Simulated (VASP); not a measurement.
Crystal: ZnS (Wurtzite-2H).

```
Zn S
1.0
     3.81100    0.00000    0.00000
    -1.90550    3.30042    0.00000
     0.00000    0.00000    6.23400
Zn S
2 2
Direct
  0.66667 0.33333 0.50000
  0.33333 0.66667 0.00000
  0.66667 0.33333 0.88500
  0.33333 0.66667 0.38500
```

| Quantity | Value |
| --- | --- |
| Program | VASP 6.6.1 |
| Task | relaxation of cell and atoms |
| Functional | PBE |
| Potentials or basis | VASP PAW PBE potentials, release 64 (Zn, S) |
| Cutoff | 580 eV |
| k mesh | 8 × 8 × 5 |
| Occupations | fermi-dirac, width 0.05 eV |
| Spin | no spin polarisation |

At the start: pressure 2.5 GPa; volume 19.60 Å³/atom.

Question: How do energy, volume and symmetry change on relaxing?

Answer: Over 10 steps the energy falls by 9.8 meV/atom and the volume is 20.20 Å³/atom (+3.0 %); space group P6_3mc (No. 186, to 0.05 Å).

The path:
| step | energy change (eV) | largest force (eV/Å) | pressure (GPa) | volume (Å³) |
| --- | --- | --- | --- | --- |
| 1 | 0.0000 | 0.3226 | 2.49 | 78.41 |
| 2 | -0.0316 | 0.0914 | -0.83 | 81.91 |
| 3 | -0.0329 | 0.1290 | -0.21 | 81.29 |
| 4 | -0.0329 | 0.1247 | -0.32 | 81.36 |
| 5 | -0.0362 | 0.0678 | -0.13 | 81.11 |
| 6 | -0.0376 | 0.0135 | -0.02 | 80.89 |
| 7 | -0.0357 | 0.1075 | 0.46 | 80.44 |
| 8 | -0.0377 | 0.0098 | 0.06 | 80.79 |
| 9 | -0.0391 | 0.0054 | 0.12 | 80.78 |
| 10 | -0.0391 | 0.0082 | 0.12 | 80.78 |

Final structure:
```
Zn S
1.0
     3.84580    0.00000    0.00000
    -1.92290    3.33056    0.00000
     0.00000    0.00000    6.30687
Zn S
2 2
Direct
  0.66667 0.33333 0.50512
  0.33333 0.66667 0.00512
  0.66667 0.33333 0.87988
  0.33333 0.66667 0.37988
```
